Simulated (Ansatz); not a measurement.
Reaction (hydrogen abstraction from a C–H bond): `CC(C)C` + `F[C](F)F`• → `C[C](C)C`• + `FC(F)F`

Program: Ansatz. Geometries: PBE0-D4/def2-TZVP. ΔE: electronic, gas phase. CCSD(T)/CBS is the MP2 limit (def2-TZVPP, def2-QZVPP) plus CCSD(T) − MP2 in def2-TZVPP, frozen cores. This one scheme is used for every species. Functionals use def2-TZVPP. Open shells (•) are unrestricted, without spin–orbit coupling.

`CC(C)C`:

```xyz
14

C     0.836   -0.323    1.139
C     0.293   -0.092   -0.263
C    -0.082    1.369   -0.468
C    -0.893   -1.003   -0.546
H     1.135   -1.364    1.284
H     1.705    0.308    1.340
H     0.075   -0.088    1.890
H     1.088   -0.340   -0.979
H    -0.875    1.665    0.226
H    -0.446    1.549   -1.483
H     0.773    2.028   -0.296
H    -1.270   -0.863   -1.562
H    -1.715   -0.790    0.146
H    -0.624   -2.056   -0.428
```

`F[C](F)F`•:

Z-matrix (Å, degrees):
```
C
F 1 1.313
F 1 1.313 2 111.4
F 1 1.313 2 111.4 3 125.1
```

`C[C](C)C`•:

Z-matrix (Å, degrees):
```
C
C 1 1.485
H 1 1.094 2 111.8
H 1 1.094 2 111.8 3 121.6
H 1 1.104 2 111.7 3 -119.2
C 2 1.485 1 118.7 3 -162.1
C 2 1.485 1 118.7 3 40.5
H 6 1.094 2 111.8 1 40.5
H 6 1.094 2 111.8 1 162.0
H 6 1.104 2 111.7 1 -78.8
H 7 1.094 2 111.8 1 -40.5
H 7 1.094 2 111.8 1 -162.1
H 7 1.104 2 111.7 1 78.7
```

`FC(F)F`:

```xyz
5

F    -1.257    0.289   -0.236
C     0.002   -0.049    0.034
F     0.639   -0.260   -1.116
F     0.588    0.968    0.662
H     0.030   -0.947    0.656
```

```csv
species,ωB97X-V energy (Eh)
`CC(C)C`,-158.46847
`F[C](F)F`•,-337.60414
`C[C](C)C`•,-157.80442
`FC(F)F`,-338.28251
```

(1) Work out ΔE.

(2) What do rigid-rotor, harmonic-oscillator terms from PBE0-D4/def2-TZVP frequencies (298.15 K, 1 bar) make of the CCSD(T)/CBS value? (An estimate is asked.)

Largest T1 diagnostic among the species: 0.014.

## Answers

(1) ΔE = (-157.80442) + (-338.28251) − (-158.46847) − (-337.60414) = -0.01432 Eh = -37.6 kJ/mol. CCSD(T)/CBS gives -39.0 kJ/mol.

(2) The calculation gave: ΔZPE = -4.8 kJ/mol, ΔH = -42.1 kJ/mol, ΔS = 16 J/(mol·K), ΔG = -47.0 kJ/mol. Open shells count their whole term as degenerate.

At CCSD(T), def2-SVP lies +4.6 kJ/mol from the extrapolated value and def2-TZVPP +1.7 kJ/mol. Leaving LDA and LC-ωPBE aside and taking each functional with its dispersion term where it has one, the values, not all of them listed here, spread over 9.9 kJ/mol, from B97M-V to revPBE-D4.
